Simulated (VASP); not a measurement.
# TiB2 (P6/mmm) in VASP: a series of runs

The runs below take TiB2 through single point, with PBE.

Everything below comes from runs of VASP 6.6.1. Logs are shortened: lines on timing, memory, paths and dates and some standing lists are left out, and cuts for length are marked.

### Step 1. The structure

The structure is hexagonal, space group P6/mmm (No. 191). The conventional cell has a = 3.029 Å, b = 3.029 Å, c = 3.228 Å, α = 90.00°, β = 90.00°, γ = 120.00°. Ti (site symmetry 6/mmm) has 12 B at 2.38 Å as nearest neighbours. B (site symmetry -6m2) is surrounded by 3 B at 1.75 Å.

### Step 2. Single point, PBE

The input, INCAR:

```
SYSTEM = TiB2
PREC = Accurate
ENCUT = 520
EDIFF = 1E-7
ISMEAR = 0
SIGMA = 0.1
LREAL = .False.
LASPH = .True.
NELM = 80
ALGO = Normal
ISIF = 2
LWAVE = .False.
LCHARG = .False.
GGA = PE
NBANDS = 16
```

The input, KPOINTS:

```
Automatic mesh
0
Gamma
  9 9 8
  0 0 0
```

The input, POSCAR:

```
TiB2
1.0
    3.0292000000      0.0000000000      0.0000000000
   -1.5146000000      2.6233641500      0.0000000000
    0.0000000000      0.0000000000      3.2284000000
Ti B
1 2
Direct
    0.0000000000      0.0000000000      0.0000000000
    0.3333333300      0.6666666700      0.5000000000
    0.6666666700      0.3333333300      0.5000000000
```

Potentials or basis: VASP PAW PBE potentials, release 64 (Ti_sv, B).

Started as:

```console
> cat potpaw_PBE.64/Ti_sv/POTCAR potpaw_PBE.64/B/POTCAR > POTCAR
> mpirun -np 1 vasp_std > vasp.out
```

OUTCAR:

```text
SYSTEM = TiB2
   PREC = Accurate
   ENCUT = 520
   EDIFF = 1E-7
   ISMEAR = 0
   LREAL = .False.
   LASPH = .True.
   NELM = 80
   ISIF = 2
   GGA = PE

 ion  position               nearest neighbor table
   1  0.000  0.000  0.000-   2 2.38   3 2.38   2 2.38   3 2.38   2 2.38   2 2.38   3 2.38   3 2.38
                             3 2.38   3 2.38   2 2.38   2 2.38
   2  0.333  0.667  0.500-   3 1.75   3 1.75   3 1.75   1 2.38   1 2.38   1 2.38   1 2.38   1 2.38
                             1 2.38
   3  0.667  0.333  0.500-   2 1.75   2 1.75   2 1.75   1 2.38   1 2.38   1 2.38   1 2.38   1 2.38
                             1 2.38

  LATTYP: Found a hexagonal cell.
 ALAT       =     3.0292000000
 C/A-ratio  =     1.0657599366

  Lattice vectors:

 A1 = (   3.0292000000,   0.0000000000,   0.0000000000)
 A2 = (  -1.5146000000,   2.6233641500,   0.0000000000)
 A3 = (   0.0000000000,   0.0000000000,   3.2284000000)

Analysis of symmetry for initial positions (statically):
=====================================================================
 Subroutine PRICEL returns:
 Original cell was already a primitive cell.

 Routine SETGRP: Setting up the symmetry group for a
 hexagonal supercell.

 Subroutine GETGRP returns: Found 24 space group operations
 (whereof 24 operations were pure point group operations)
 out of a pool of 24 trial point group operations.

The static configuration has the point symmetry D_6h.

Analysis of symmetry for dynamics (positions and initial velocities):
=====================================================================
 Subroutine PRICEL returns:
 Original cell was already a primitive cell.

 Routine SETGRP: Setting up the symmetry group for a
 hexagonal supercell.

 Subroutine GETGRP returns: Found 24 space group operations
 (whereof 24 operations were pure point group operations)
 out of a pool of 24 trial point group operations.

The dynamic configuration has the point symmetry D_6h.

 Subroutine INISYM returns: Found 24 space group operations
 (whereof 24 operations are pure point group operations),
 and found     1 'primitive' translations

----------------------------------------------------------------------------------------

                                     Primitive cell

  volume of cell :      25.6551

  direct lattice vectors                    reciprocal lattice vectors
     3.029200000  0.000000000  0.000000000     0.330120164  0.190594966  0.000000000
    -1.514600000  2.623364150  0.000000000     0.000000000  0.381189931  0.000000000
     0.000000000  0.000000000  3.228400000     0.000000000  0.000000000  0.309750960

  length of vectors
     3.029200000  3.029199997  3.228400000     0.381189931  0.381189931  0.309750960

  position of ions in fractional coordinates (direct lattice)
     0.000000000  0.000000000  0.000000000
     0.333333330  0.666666670  0.500000000
     0.666666670  0.333333330  0.500000000

  ion indices of the primitive-cell ions
   primitive index   ion index
                 1           1
                 2           2
                 3           3

----------------------------------------------------------------------------------------

 KPOINTS: Automatic mesh

Automatic generation of k-mesh.
 Grid dimensions read from file:
 generate k-points for:    9    9    8

 Generating k-lattice:

  Cartesian coordinates                     Fractional coordinates (reciprocal lattice)
     0.036680018  0.021177218  0.000000000     0.111111111  0.000000000  0.000000000
     0.000000000  0.042354437  0.000000000     0.000000000  0.111111111  0.000000000
     0.000000000  0.000000000  0.038718870     0.000000000  0.000000000  0.125000000

  Length of vectors
     0.042354437  0.042354437  0.038718870

  Shift w.r.t. Gamma in fractional coordinates (k-lattice)
     0.000000000  0.000000000  0.000000000

 Subroutine IBZKPT returns following result:
 ===========================================

 Found     60 irreducible k-points:

 Following reciprocal coordinates:
            Coordinates               Weight
  0.000000  0.000000  0.000000      1.000000
  0.111111  0.000000  0.000000      6.000000
  0.222222  0.000000  0.000000      6.000000
  0.333333  0.000000  0.000000      6.000000
  0.444444  0.000000  0.000000      6.000000
  0.111111  0.111111  0.000000      6.000000
[... 16 lines left out ...]
  0.333333  0.222222  0.125000     24.000000
  0.333333  0.333333  0.125000      4.000000
 [... further k-points ...]
   k-points           NKPTS =     60   k-points in BZ     NKDIM =     60   number of bands    NBANDS=     16
   number of dos      NEDOS =    301   number of ions     NIONS =      3
   total plane-waves  NPLWV =  13824
   dimension x,y,z NGX =    24 NGY =   24 NGZ =   24
   dimension x,y,z NGXF=    48 NGYF=   48 NGZF=   48
   ions per type =               1   2
   NGX,Y,Z   is equivalent  to a cutoff of  13.17, 13.17, 12.36 a.u.
   NGXF,Y,Z  is equivalent  to a cutoff of  26.34, 26.34, 24.72 a.u.
 SYSTEM =  TiB2
   PREC   = accura    normal or accurate (medium, high low for compatibility)
   ISTART =      0    job   : 0-new  1-cont  2-samecut
   ICHARG =      2    charge: 1-file 2-atom 10-const
   ISPIN  =      1    spin polarized calculation?
   LNONCOLLINEAR =      F non collinear calculations
   LSORBIT =      F    spin-orbit coupling
   LASPH  =      T    aspherical Exc in radial PAW
   ENCUT  =  520.0 eV  38.22 Ry    6.18 a.u.   5.63  5.63  6.00*2*pi/ulx,y,z
   NELM   =     80;   NELMIN=  2; NELMDL= -5     # of ELM steps
   EDIFF  = 0.1E-06   stopping-criterion for ELM
   LREAL  =      F    real-space projection
   EDIFFG = 0.1E-05   stopping-criterion for IOM
   NSW    =      0    number of steps for IOM
   IBRION =     -1    ionic relax: 0-MD 1-quasi-New 2-CG
   NFREE  =      0    steps in history (QN), initial steepest desc. (CG)
   ISIF   =      2    stress and relaxation
   ISYM   =      2    0-nonsym 1-usesym 2-fastsym
   POTIM  = 0.5000    time-step for ionic-motion
   TEBEG  =    0.0;   TEEND  =   0.0 temperature during run
   PSTRESS=    0.0 pullay stress
   NELECT =      18.0000    total number of electrons
   NUPDOWN=      -1.0000    fix difference up-down
   EMIN   =  10.00;   EMAX   =-10.00  energy-range for DOS
   EFERMI =   0.00;   METHOD = LEGACY
   ISMEAR =     0;   SIGMA  =   0.10  broadening in eV -4-tet -1-fermi 0-gaus
   EFERMI_NEDOS =   21; number of points for ismear=-14 and -15
   IALGO  =     38    algorithm
   IMIX   =      4    mixing-type and parameters
     AMIX     =   0.40;   BMIX     =  1.00
     AMIX_MAG =   1.60;   BMIX_MAG =  1.00
  volume/ion in A,a.u.               =       8.55        57.71
  Fermi-wavevector in a.u.,A,eV,Ry     =   1.454703  2.748990 28.792122  2.116161
  Thomas-Fermi vector in A             =   2.571823
   LORBIT       =      0    0 simple, 1 ext, 2 COOP (PROOUT), +10 PAW based schemes
   GGA     = PE    functional components
   LHFCALC =     F    Hartree Fock is set to
   AEXX    =    0.0000 exact exchange contribution
   IVDW    =     0    specifies the selected vdW correction
   LEPSILON=     F    determine dielectric tensor
   LRPA    =     F    only Hartree local field effects (RPA)
 non-spin polarized calculation
 Gauss-broadening in eV      SIGMA  =   0.10
  energy-cutoff  :      520.00
  volume of cell :       25.66
 maximum number of plane-waves:       721
 NGX is ok and might be reduce to    24
   NGX = 11   NGY = 11   NGZ = 13

 number of electron      18.0000002 magnetization

 Free energy of the ion-electron system (eV)
  ---------------------------------------------------
  ext. energy  EPLUGINS =         0.00000000
  ---------------------------------------------------
  free energy    TOTEN  =       -24.42624249 eV

  energy without entropy =      -24.42331880  energy(sigma->0) =      -24.42478065

 E-fermi :   9.9614     XC(G=0): -12.7685

 val. band max:        9.9436626283   @ k =   0.1111   0.1111   0.2500
 cond. band min:      10.0289063865   @ k =   0.0000   0.0000   0.3750
 fundamental gap:      0.0852437582
 Fermi energy:         9.9614192147

 k-point     1 :       0.0000    0.0000    0.0000
  band No.  band energies     occupation
      1     -46.9554      2.00000
      2     -23.3100      2.00000
      3     -22.9911      2.00000
      4     -22.9911      2.00000
      5      -3.5086      2.00000
      6       7.3989      2.00000
[... 8 lines left out ...]
     15      15.7672      0.00000
     16      16.9198      0.00000

 k-point     2 :       0.1111    0.0000    0.0000
  band No.  band energies     occupation
      1     -46.9491      2.00000
      2     -23.3019      2.00000
      3     -23.0396      2.00000
      4     -23.0021      2.00000
      5      -3.2718      2.00000
      6       6.7354      2.00000
[... 8 lines left out ...]
     15      17.0551      0.00000
     16      17.6796      0.00000

 k-point     3 :       0.2222    0.0000    0.0000
  band No.  band energies     occupation
      1     -46.9330      2.00000
      2     -23.2815      2.00000
      3     -23.1609      2.00000
      4     -23.0298      2.00000
      5      -2.5847      2.00000
      6       5.1857      2.00000
[... 8 lines left out ...]
     15      17.6071      0.00000
     16      19.2025      0.00000

 k-point     4 :       0.3333    0.0000    0.0000
  band No.  band energies     occupation
      1     -46.9146      2.00000
      2     -23.2962      2.00000
      3     -23.2581      2.00000
      4     -23.0612      2.00000
      5      -1.5052      2.00000
      6       3.3572      2.00000
[... 8 lines left out ...]
     15      17.3539      0.00000
     16      18.9206      0.00000
[... 324 lines left out ...]
 k-point    22 :       0.2222    0.2222    0.1250
  band No.  band energies     occupation
      1     -46.9045      2.00000
      2     -23.2988      2.00000
      3     -23.2736      2.00000
      4     -23.1257      2.00000
      5      -0.7745      2.00000
      6       3.3918      2.00000
[... 8 lines left out ...]
     15      19.6532      0.00000
     16      20.0097      0.00000

 k-point    23 :       0.3333    0.2222    0.1250
  band No.  band energies     occupation
      1     -46.8953      2.00000
      2     -23.3282      2.00000
      3     -23.2618      2.00000
      4     -23.1784      2.00000
      5       0.5234      2.00000
      6       2.0572      2.00000
[... 8 lines left out ...]
     15      19.8702      0.00000
     16      20.0776      0.00000

 k-point    24 :       0.3333    0.3333    0.1250
  band No.  band energies     occupation
      1     -46.8921      2.00000
      2     -23.2679      2.00000
      3     -23.2679      2.00000
      4     -23.2575      2.00000
      5       1.6462      2.00000
      6       1.6462      2.00000
[... 8 lines left out ...]
     15      20.5076      0.00000
     16      20.5076      0.00000

 [... further k-points ...]

------------------------ aborting loop because EDIFF is reached ----------------------------------------

  FORCE on cell =-STRESS in cart. coord.  units (eV):
  Direction    XX          YY          ZZ          XY          YZ          ZX
  --------------------------------------------------------------------------------------
  -------------------------------------------------------------------------------------
  Total        0.1582629      0.1582629     -0.0996439      0.0000000      0.0000000     -0.0000000
  in kB        9.8836166      9.8836165     -6.2228199      0.0000000      0.0000000     -0.0000000
  external PRESSURE =       4.5148044 kB  Pullay stress =       0.0000000 kB

 VOLUME and BASIS-vectors are now :
 -----------------------------------------------------------------------------
  energy-cutoff  :      520.00
  volume of cell :       25.66
      direct lattice vectors                 reciprocal lattice vectors
     3.029200000  0.000000000  0.000000000     0.330120164  0.190594966  0.000000000
    -1.514600000  2.623364150  0.000000000     0.000000000  0.381189931  0.000000000
     0.000000000  0.000000000  3.228400000     0.000000000  0.000000000  0.309750960

 POSITION                                       TOTAL-FORCE (eV/Angst)
 -----------------------------------------------------------------------------------
      0.00000      0.00000      0.00000         0.000000      0.000000     -0.000000
     -0.00000      1.74891      1.61420        -0.000000      0.000000     -0.000000
      1.51460      0.87445      1.61420         0.000000     -0.000000      0.000000
 -----------------------------------------------------------------------------------
    total drift:                                0.000000     -0.000000     -0.000000

  FREE ENERGIE OF THE ION-ELECTRON SYSTEM (eV)
  ---------------------------------------------------
  free  energy   TOTEN  =       -24.4262424943 eV

  energy  without entropy=      -24.4233188011  energy(sigma->0) =      -24.42478065
```

Run time: 11 s. Hardware: 1 thread of Intel Xeon Platinum 8488C (Sapphire Rapids), shared host; peak memory 0.15 GiB.

What came out:

- Free energy: -24.4262 eV
- Pressure: 0.5 GPa
- Band gap on the k mesh: none (metal or under the smearing width)

Stress tensor (GPa, compression positive):
```
 0.99  0.00  0.00
 0.00  0.99  0.00
 0.00  0.00 -0.62
```

[end of part 1 of 2]
